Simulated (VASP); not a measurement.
# C (P6_3/mmc) in VASP: notebook

The runs below take C through relaxation of cell and atoms, single point, with RPBE, PBE, PBE+D3.

The COD entry that gives the cell may itself be a prediction, so a difference from it is no test against experiment.

All numbers are computed with VASP 6.6.1; they aren't measurements. Logs are shortened: lines on timing, memory, paths and dates and some standing lists are left out, and cuts for length are marked.

## 1. The crystal as given

The structure is hexagonal, space group P6_3/mmc (No. 194). Conventional cell: a = 2.522 Å, b = 2.522 Å, c = 8.237 Å, α = 90.00°, β = 90.00°, γ = 120.00°. Around C (site symmetry 3m) lie 4 C at 1.54 Å. Around C (site symmetry 3m) lie 4 C at 1.54 Å.

This is a hexagonal form of diamond, not graphite.

## 2. Relaxation of cell and atoms, RPBE

INCAR

```
ALGO = Normal ; EDIFF = 1E-6
EDIFFG = -0.02 ; ENCUT = 600
GGA = RP ; IBRION = 2
ISIF = 3 ; ISMEAR = -1
LASPH = T ; LCHARG = F
LREAL = F ; LWAVE = F
NELM = 100 ; NSW = 60
PREC = Accurate ; SIGMA = 0.05
```

KPOINTS

```
k-points
0
Gamma
  12 12 4
```

POSCAR

```
C
1.0
    2.5221000000      0.0000000000      0.0000000000
   -1.2610500000      2.1842026709      0.0000000000
    0.0000000000      0.0000000000      8.2371000000
C
8
Direct
    0.6666666667      0.3333333333      0.8437500000
    0.3333333333      0.6666666667      0.3437500000
    0.6666666667      0.3333333333      0.6562500000
    0.3333333333      0.6666666667      0.1562500000
    0.0000000000      0.0000000000      0.9062500000
    0.0000000000      0.0000000000      0.4062500000
    0.0000000000      0.0000000000      0.5937500000
    0.0000000000      0.0000000000      0.0937500000
```

Potentials or basis: VASP PAW PBE potentials, release 64 (C).

On the command line:

```bash
> cat potpaw_PBE.64/C/POTCAR > POTCAR
> mpirun -np 1 vasp_std > vasp.out
```

OUTCAR:

```text
EDIFF = 1E-6
   EDIFFG = -0.02
   ENCUT = 600
   GGA = RP
   IBRION = 2
   ISIF = 3
   ISMEAR = -1
   LASPH = T
   LREAL = F
   NELM = 100
   NSW = 60
   PREC = Accurate

 ion  position               nearest neighbor table
   1  0.667  0.333  0.844-   3 1.54   5 1.54   5 1.54   5 1.54
   2  0.333  0.667  0.344-   4 1.54   6 1.54   6 1.54   6 1.54
   3  0.667  0.333  0.656-   1 1.54   7 1.54   7 1.54   7 1.54
   4  0.333  0.667  0.156-   2 1.54   8 1.54   8 1.54   8 1.54
   5  0.000  0.000  0.906-   8 1.54   1 1.54   1 1.54   1 1.54
   6  0.000  0.000  0.406-   7 1.54   2 1.54   2 1.54   2 1.54
   7  0.000  0.000  0.594-   6 1.54   3 1.54   3 1.54   3 1.54
   8  0.000  0.000  0.094-   5 1.54   4 1.54   4 1.54   4 1.54

  LATTYP: Found a hexagonal cell.
 ALAT       =     2.5221000000
 C/A-ratio  =     3.2659688355

  Lattice vectors:

 A1 = (   2.5221000000,   0.0000000000,   0.0000000000)
 A2 = (  -1.2610500000,   2.1842026709,   0.0000000000)
 A3 = (   0.0000000000,   0.0000000000,   8.2371000000)

Analysis of symmetry for initial positions (statically):
=====================================================================
 Subroutine PRICEL returns:
 Original cell was already a primitive cell.

 Routine SETGRP: Setting up the symmetry group for a
 hexagonal supercell.

 Subroutine GETGRP returns: Found 24 space group operations
 (whereof 12 operations were pure point group operations)
 out of a pool of 24 trial point group operations.

The static configuration has the point symmetry D_3d.
 The point group associated with its full space group is D_6h.

Analysis of symmetry for dynamics (positions and initial velocities):
=====================================================================
 Subroutine PRICEL returns:
 Original cell was already a primitive cell.

 Routine SETGRP: Setting up the symmetry group for a
 hexagonal supercell.

 Subroutine GETGRP returns: Found 24 space group operations
 (whereof 12 operations were pure point group operations)
 out of a pool of 24 trial point group operations.

The dynamic configuration has the point symmetry D_3d.
 The point group associated with its full space group is D_6h.

 Subroutine INISYM returns: Found 24 space group operations
 (whereof 12 operations are pure point group operations),
 and found     1 'primitive' translations

----------------------------------------------------------------------------------------

                                     Primitive cell

  volume of cell :      45.3764

  direct lattice vectors                    reciprocal lattice vectors
     2.522100000  0.000000000  0.000000000     0.396494984  0.228916486  0.000000000
    -1.261050000  2.184202671  0.000000000     0.000000000  0.457832972  0.000000000
     0.000000000  0.000000000  8.237100000     0.000000000  0.000000000  0.121401950

  length of vectors
     2.522100000  2.522100000  8.237100000     0.457832972  0.457832972  0.121401950

  position of ions in fractional coordinates (direct lattice)
     0.666666667  0.333333333  0.843750000
     0.333333333  0.666666667  0.343750000
     0.666666667  0.333333333  0.656250000
     0.333333333  0.666666667  0.156250000
     0.000000000  0.000000000  0.906250000
     0.000000000  0.000000000  0.406250000
     0.000000000  0.000000000  0.593750000
     0.000000000  0.000000000  0.093750000

  ion indices of the primitive-cell ions
   primitive index   ion index
                 1           1
                 2           2
                 3           3
                 4           4
                 5           5
                 6           6
                 7           7
                 8           8

----------------------------------------------------------------------------------------

 KPOINTS: k-points

Automatic generation of k-mesh.
 Grid dimensions read from file:
 generate k-points for:   12   12    4

 Generating k-lattice:

  Cartesian coordinates                     Fractional coordinates (reciprocal lattice)
     0.033041249  0.019076374  0.000000000     0.083333333  0.000000000  0.000000000
     0.000000000  0.038152748  0.000000000     0.000000000  0.083333333  0.000000000
     0.000000000  0.000000000  0.030350487     0.000000000  0.000000000  0.250000000

  Length of vectors
     0.038152748  0.038152748  0.030350487

  Shift w.r.t. Gamma in fractional coordinates (k-lattice)
     0.000000000  0.000000000  0.000000000

 Subroutine IBZKPT returns following result:
 ===========================================

 Found     57 irreducible k-points:

 Following reciprocal coordinates:
            Coordinates               Weight
  0.000000  0.000000  0.000000      1.000000
  0.083333  0.000000  0.000000      6.000000
  0.166667  0.000000  0.000000      6.000000
  0.250000  0.000000  0.000000      6.000000
  0.333333  0.000000  0.000000      6.000000
  0.416667  0.000000  0.000000      6.000000
[... 16 lines left out ...]
  0.250000  0.000000  0.250000     12.000000
  0.333333  0.000000  0.250000     12.000000
 [... further k-points ...]
   k-points           NKPTS =     57   k-points in BZ     NKDIM =     57   number of bands    NBANDS=     21
   number of dos      NEDOS =    301   number of ions     NIONS =      8
   total plane-waves  NPLWV =  28000
   dimension x,y,z NGX =    20 NGY =   20 NGZ =   70
   dimension x,y,z NGXF=    40 NGYF=   40 NGZF=  140
   ions per type =               8
   NGX,Y,Z   is equivalent  to a cutoff of  13.18, 13.18, 14.13 a.u.
   NGXF,Y,Z  is equivalent  to a cutoff of  26.37, 26.37, 28.26 a.u.
 SYSTEM =  unknown system
   PREC   = accura    normal or accurate (medium, high low for compatibility)
   ISTART =      0    job   : 0-new  1-cont  2-samecut
   ICHARG =      2    charge: 1-file 2-atom 10-const
   ISPIN  =      1    spin polarized calculation?
   LNONCOLLINEAR =      F non collinear calculations
   LSORBIT =      F    spin-orbit coupling
   LASPH  =      T    aspherical Exc in radial PAW
   ENCUT  =  600.0 eV  44.10 Ry    6.64 a.u.   5.04  5.04 16.45*2*pi/ulx,y,z
   NELM   =    100;   NELMIN=  2; NELMDL= -5     # of ELM steps
   EDIFF  = 0.1E-05   stopping-criterion for ELM
   LREAL  =      F    real-space projection
   EDIFFG = -.2E-01   stopping-criterion for IOM
   NSW    =     60    number of steps for IOM
   IBRION =      2    ionic relax: 0-MD 1-quasi-New 2-CG
   NFREE  =      1    steps in history (QN), initial steepest desc. (CG)
   ISIF   =      3    stress and relaxation
   ISYM   =      2    0-nonsym 1-usesym 2-fastsym
   POTIM  = 0.5000    time-step for ionic-motion
   TEBEG  =    0.0;   TEEND  =   0.0 temperature during run
   PSTRESS=    0.0 pullay stress
   NELECT =      32.0000    total number of electrons
   NUPDOWN=      -1.0000    fix difference up-down
   EMIN   =  10.00;   EMAX   =-10.00  energy-range for DOS
   EFERMI =   0.00;   METHOD = LEGACY
   ISMEAR =    -1;   SIGMA  =   0.05  broadening in eV -4-tet -1-fermi 0-gaus
   EFERMI_NEDOS =   21; number of points for ismear=-14 and -15
   IALGO  =     38    algorithm
   IMIX   =      4    mixing-type and parameters
     AMIX     =   0.40;   BMIX     =  1.00
     AMIX_MAG =   1.60;   BMIX_MAG =  1.00
  volume/ion in A,a.u.               =       5.67        38.28
  Fermi-wavevector in a.u.,A,eV,Ry     =   1.457186  2.753682 28.890486  2.123391
  Thomas-Fermi vector in A             =   2.574017
   LORBIT       =      0    0 simple, 1 ext, 2 COOP (PROOUT), +10 PAW based schemes
   GGA     = RP    functional components
   LHFCALC =     F    Hartree Fock is set to
   AEXX    =    0.0000 exact exchange contribution
   IVDW    =     0    specifies the selected vdW correction
   LEPSILON=     F    determine dielectric tensor
   LRPA    =     F    only Hartree local field effects (RPA)
 conjugate gradient relaxation of ions
 non-spin polarized calculation
  energy-cutoff  :      600.00
  volume of cell :       45.38
 maximum number of plane-waves:      1534
   NGX = 11   NGY = 11   NGZ = 33

--------------------------------------- Ionic step        1  -------------------------------------------

 number of electron      31.9999998 magnetization

 Free energy of the ion-electron system (eV)
  ---------------------------------------------------
  ext. energy  EPLUGINS =         0.00000000
  ---------------------------------------------------
  free energy    TOTEN  =       -68.84520558 eV

  energy without entropy =      -68.84520558  energy(sigma->0) =      -68.84520558

------------------------ aborting loop because EDIFF is reached ----------------------------------------

  FORCE on cell =-STRESS in cart. coord.  units (eV):
  Direction    XX          YY          ZZ          XY          YZ          ZX
  --------------------------------------------------------------------------------------
  -------------------------------------------------------------------------------------
  Total        1.1652725      1.1652725      4.6289669      0.0000000     -0.0000000      0.0000000
  in kB       41.1441891     41.1441891    163.4425321      0.0000000     -0.0000000      0.0000000
  external PRESSURE =      81.9103034 kB  Pullay stress =       0.0000000 kB
[... 195 lines left out ...]
  energy  without entropy=      -68.8849357833  energy(sigma->0) =      -68.88493578

--------------------------------------- Ionic step        6  -------------------------------------------

 number of electron      31.9999998 magnetization

 Free energy of the ion-electron system (eV)
  ---------------------------------------------------
  ext. energy  EPLUGINS =         0.00000000
  ---------------------------------------------------
  free energy    TOTEN  =       -68.88512706 eV

  energy without entropy =      -68.88512706  energy(sigma->0) =      -68.88512706

 E-fermi :  10.6434     XC(G=0): -13.0686

 val. band max:        9.7073211376   @ k =   0.0000   0.0000   0.0000
 cond. band min:      14.2033989025   @ k =   0.4167   0.0000   0.0000
 fundamental gap:      4.4960777650
 Fermi energy:        10.6433617573

 k-point     1 :       0.0000    0.0000    0.0000
  band No.  band energies     occupation
      1     -11.7374      2.00000
      2     -10.1137      2.00000
      3     -10.0142      2.00000
      4      -6.1847      2.00000
      5      -3.6221      2.00000
      6       2.9256      2.00000
[... 550 lines left out ...]
      5      -1.4263      2.00000
      6      -0.3815      2.00000
[... 13 lines left out ...]
     20      17.1285      0.00000
     21      17.6569      0.00000

 [... further k-points ...]

------------------------ aborting loop because EDIFF is reached ----------------------------------------

  FORCE on cell =-STRESS in cart. coord.  units (eV):
  Direction    XX          YY          ZZ          XY          YZ          ZX
  --------------------------------------------------------------------------------------
  -------------------------------------------------------------------------------------
  Total       -0.0068899     -0.0068899      0.0295589      0.0000000     -0.0000000      0.0000000
  in kB       -0.2387825     -0.2387825      1.0244138      0.0000000     -0.0000000      0.0000000
  external PRESSURE =       0.1822829 kB  Pullay stress =       0.0000000 kB
[... 23 lines left out ...]
  FREE ENERGIE OF THE ION-ELECTRON SYSTEM (eV)
  ---------------------------------------------------
  free  energy   TOTEN  =       -68.8851270587 eV

  energy  without entropy=      -68.8851270586  energy(sigma->0) =      -68.88512706

 reached required accuracy - stopping structural energy minimisation
```

It took 83 s on 1 thread of Intel Xeon 6975P-C (Granite Rapids), shared host; peak memory 0.19 GiB.

What came out:

```yaml
Free_energy: -68.8851 eV
Relaxed_volume: 5.78 Å³/atom
Relaxed_cell: a = 2.530 Å, b = 2.530 Å, c = 8.341 Å, α = 90.00°, β = 90.00°, γ = 120.00°
Space_group_after_relaxing_to_0.05_Å: P6_3/mmc (No. 194)
Energy_gained_by_relaxing: 5.0 meV/atom
Ionic_steps: 6
Pressure_after_relaxing: 0.0 GPa
Band_gap_on_the_k_mesh: 4.50 eV, indirect (least direct gap 5.26 eV)
```

Forces in eV/Å, atoms in the order of the input:
```
C    0.000  0.000  0.001
C    0.000  0.000  0.001
C    0.000  0.000 -0.001
C    0.000  0.000 -0.001
C    0.000  0.000  0.003
C    0.000  0.000  0.003
C    0.000  0.000 -0.003
C    0.000  0.000 -0.003
```

Stress tensor (GPa, compression positive):
```
-0.02  0.00  0.00
 0.00 -0.02  0.00
 0.00  0.00  0.10
```

The path:
```csv
step,energy change (eV),largest force (eV/Å),pressure (GPa),volume (Å³)
1,0.0000,0.3262,8.19,45.38
2,0.0201,0.4590,-8.93,47.30
3,-0.0397,0.0516,0.14,46.22
4,-0.0397,0.0450,0.29,46.20
5,-0.0397,0.0457,-0.25,46.26
6,-0.0399,0.0025,0.02,46.23
```

Final structure:
```cif
data_structure
_symmetry_space_group_name_H-M 'P 1'
_symmetry_Int_Tables_number 1
_cell_length_a 2.5298
_cell_length_b 2.5298
_cell_length_c 8.3410
_cell_angle_alpha 90.000
_cell_angle_beta 90.000
_cell_angle_gamma 120.000
_cell_volume 46.23
loop_
_atom_site_label
_atom_site_type_symbol
_atom_site_fract_x
_atom_site_fract_y
_atom_site_fract_z
_atom_site_occupancy
C1 C 0.66667 0.33333 0.84446 1
C2 C 0.33333 0.66667 0.34446 1
C3 C 0.66667 0.33333 0.65554 1
C4 C 0.33333 0.66667 0.15554 1
C5 C 0.00000 0.00000 0.90701 1
C6 C 0.00000 0.00000 0.40701 1
C7 C 0.00000 0.00000 0.59299 1
C8 C 0.00000 0.00000 0.09299 1
```

Levels at points of the mesh, in eV from the valence-band top:
```tsv
k point	band 14	band 15	band 16	band 17	band 18	band 19
(0.00, 0.00, 0.00)	-0.21	0.00	0.00	5.26	5.26	5.44
(0.50, 0.00, 0.00)	-4.61	-3.62	-2.92	4.56	5.52	5.94
(0.00, 0.00, 0.50)	-0.64	-0.64	-0.64	6.02	6.02	6.02
(0.50, 0.00, 0.50)	-4.66	-3.61	-3.61	4.90	4.90	6.96
```

Caveat: the PAW data sets were made with another functional, which shifts forces and pressure a little.

## 3. Single point, PBE

INCAR

```
ALGO = Normal ; EDIFF = 1E-6
ENCUT = 520 ; GGA = PE
ISIF = 2 ; ISMEAR = 0
LASPH = True ; LCHARG = True
LELF = True ; LREAL = False
LVHAR = True ; LWAVE = False
NELM = 60 ; PREC = Accurate
SIGMA = 0.014
```

KPOINTS is that of step 2.

POSCAR is that of step 2.

Potentials or basis: VASP PAW PBE potentials, release 64 (C).

On the command line:

```bash
> cat potpaw_PBE.64/C/POTCAR > POTCAR
> mpirun -np 1 vasp_std > vasp.out
```

Run time: 32 s. Hardware: 1 thread of Intel Xeon Platinum 8375C at 2.90GHz (Ice Lake), shared host; peak memory 0.17 GiB.

It converged, with:

```yaml
Free_energy: -72.6481 eV
Pressure: 2.9 GPa
Largest_force: 0.329 eV/Å
Band_gap_on_the_k_mesh: 4.41 eV, indirect (least direct gap 5.18 eV)
```

Forces in eV/Å, atoms in the order of the input:
```
C    0.000  0.000  0.320
C    0.000  0.000  0.320
C    0.000  0.000 -0.320
C    0.000  0.000 -0.320
C    0.000  0.000  0.329
C    0.000  0.000  0.329
C    0.000  0.000 -0.329
C    0.000  0.000 -0.329
```

Stress tensor (GPa, compression positive):
```
-1.17  0.00  0.00
 0.00 -1.17  0.00
 0.00  0.00 11.13
```

Levels at points of the mesh, in eV from the valence-band top:
| k point | band 13 | band 14 | band 15 | band 16 | band 17 | band 18 | band 19 | band 20 |
| --- | --- | --- | --- | --- | --- | --- | --- | --- |
| (0.00, 0.00, 0.00) | -1.74 | -0.22 | 0.00 | 0.00 | 5.18 | 5.18 | 5.71 | 7.00 |
| (0.50, 0.00, 0.00) | -5.00 | -4.54 | -3.70 | -2.93 | 4.46 | 5.60 | 5.86 | 6.01 |
| (0.00, 0.00, 0.50) | -0.68 | -0.68 | -0.68 | -0.68 | 5.97 | 5.97 | 5.97 | 5.97 |
| (0.50, 0.00, 0.50) | -4.72 | -4.72 | -3.66 | -3.66 | 4.82 | 4.82 | 7.11 | 7.11 |

(Part 1 of 2 ends here.)
